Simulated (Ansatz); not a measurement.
The system is Hf.

```xyz
1
Lattice="0.0000 2.2200 2.2200 2.2200 0.0000 2.2200 2.2200 2.2200 0.0000" Properties=species:S:1:pos:R:3 pbc="T T T"
Hf    0.0000    0.0000    0.0000
```

This isn't the form of Hf at room conditions, which is hcp.

* Program: Ansatz 0.2.0
* Task: relaxation of cell and atoms
* Functional: revPBE
* Potentials or basis: Ansatz PAW
* Cutoff: 420 eV (not typed: the program's choice for these potentials)
* k mesh: 10 × 10 × 10
* Occupations: fermi-dirac, width 0.05 eV
* Spin: no spin polarisation

At the start: volume 21.88 Å³/atom.

Task: Where does the relaxation end?

Result: It ends after 4 steps and the volume is 23.00 Å³/atom (+5.1 %); space group Fm-3m (No. 225, to 0.05 Å).

Step by step:
| step | energy change (eV) | largest force (eV/Å) | volume (Å³) |
| --- | --- | --- | --- |
| 1 | 0.0000 | 0.0000 | 21.88 |
| 2 | -0.0170 | 0.0000 | 23.04 |
| 3 | -0.0171 | 0.0000 | 23.00 |
| 4 | -0.0174 | 0.0000 | 23.00 |

Final structure:
```xyz
1
Lattice="0.0000 2.2571 2.2571 2.2571 0.0000 2.2571 2.2571 2.2571 0.0000" Properties=species:S:1:pos:R:3 pbc="T T T"
Hf    0.0000    0.0000    0.0000
```

Caveat: the plane-wave basis is chosen anew once the cell has moved, so the energies of steps on either side of that aren't comparable; the PAW data sets come from PBE, with cores solved anew for the run's functional, which leaves a small shift of forces and pressure.
